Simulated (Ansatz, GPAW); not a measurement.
## ZnSe: programs and potentials compared

```
Se Zn
1.0
     0.00000    2.83380    2.83380
     2.83380    0.00000    2.83380
     2.83380    2.83380    0.00000
Se Zn
1 1
Direct
  0.75000 0.75000 0.75000
  0.00000 0.00000 0.00000
```

Alike in all runs: task single point; functional PBE; k mesh 8 × 8 × 8; occupations gaussian, width 0.022 eV; no spin polarisation; no spin-orbit coupling. Pressure is positive in compression and, in plane waves, holds the error of the finite cutoff, which Ansatz's Pulay term estimates and takes out.

| program and potentials | plane-wave cutoff (eV) | notes | band gap (eV) | pressure (GPa) |
| --- | --- | --- | --- | --- |
| Ansatz, Ansatz PAW | 420 | 14 valence electrons an atom on average; Pulay term of +0.05 GPa included | 1.29 | 2.10 |
| Ansatz, all-electron LAPW, scalar-relativistic | - | - | 1.29 | 2.12 |
| GPAW, GPAW PAW data sets (gpaw-data 1.2.1) | 600 | 9 valence electrons an atom on average | 1.30 | 2.09 |

The band gap spans 1.29 (Ansatz, Ansatz PAW) to 1.30 eV (GPAW, GPAW PAW data sets (gpaw-data 1.2.1)), with all-electron results at 1.29. The pressure spans 2.09 (GPAW, GPAW PAW data sets (gpaw-data 1.2.1)) to 2.12 GPa (Ansatz, all-electron LAPW, scalar-relativistic), with all-electron results at 2.12. Spin-orbit coupling, left out here, moves the band edges of heavy atoms.

Differences between rows come from potentials, basis sets and numerical settings, since the functional is the same but for its coding. Runs on potential files found faulty are left out.

The three calculations agree closely on both the gap and the stress, so neither depends appreciably on the treatment of the core at this volume. The smaller GPAW valence set reproduces the all-electron values nearly as well as the larger one, which suggests that the additional shells are almost inert here.

The gap of about 1.29 eV is far below the measured one. Since the all-electron result shares this shortfall, it belongs to the functional rather than to the potentials. Semilocal exchange-correlation lacks the derivative discontinuity, and it also places the Zn 3d states too high, which strengthens their repulsion with the Se 4p states and raises the valence-band maximum.

The positive pressure means that PBE favours a larger cell than this one, which lies close to the experimental lattice constant. That fits the functional's usual underbinding of semiconductors. Agreement at a single volume does not establish that the potentials would give equally consistent bulk moduli or deformation potentials.
